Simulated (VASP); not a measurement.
Crystal: Sb.

```xyz
2
Lattice="2.1542 1.2437 3.7580 -2.1542 1.2437 3.7580 0.0000 -2.4875 3.7580" Properties=species:S:1:pos:R:3 pbc="T T T"
Sb    0.0000    0.0000    8.6416
Sb    0.0000    0.0000    2.6324
```

| Item | Value |
| --- | --- |
| Program | VASP 6.6.1 |
| Task | single point |
| Functional | PBEsol |
| Potentials or basis | VASP PAW PBE potentials, release 64 (Sb) |
| Cutoff | 520 eV |
| k mesh | 8 × 8 × 8 |
| Occupations | fermi-dirac, width 0.05 eV |
| Spin | no spin polarisation |

On this cell: pressure 0.2 GPa; largest force 0.157 eV/Å; band gap on the k mesh none (metal or under the smearing width).

The same run follows on a disturbed copy (atoms moved at random, drawn with an rms of 0.05 Å):

```
Sb
1.0
     2.15420    1.24373    3.75800
    -2.15420    1.24373    3.75800
     0.00000   -2.48746    3.75800
Sb
2
Direct
  0.76764 0.75507 0.76479
  0.25004 0.22744 0.22232
```

Problem. What changes?

Solution. The energy (extrapolated to zero smearing) moves by +0.3 meV/atom; pressure -0.3 GPa; largest force 0.106 eV/Å; band gap on the k mesh none (metal or under the smearing width).

Forces on the atoms (eV/Å):
```
Sb   0.052  0.091  0.018
Sb  -0.052 -0.091 -0.018
```

Stress tensor (GPa, compression positive):
```
 0.03  0.13 -0.24
 0.13 -0.17 -0.47
-0.24 -0.47 -0.89
```

Caveats: the PAW data sets were made with another functional, which shifts forces and pressure a little.
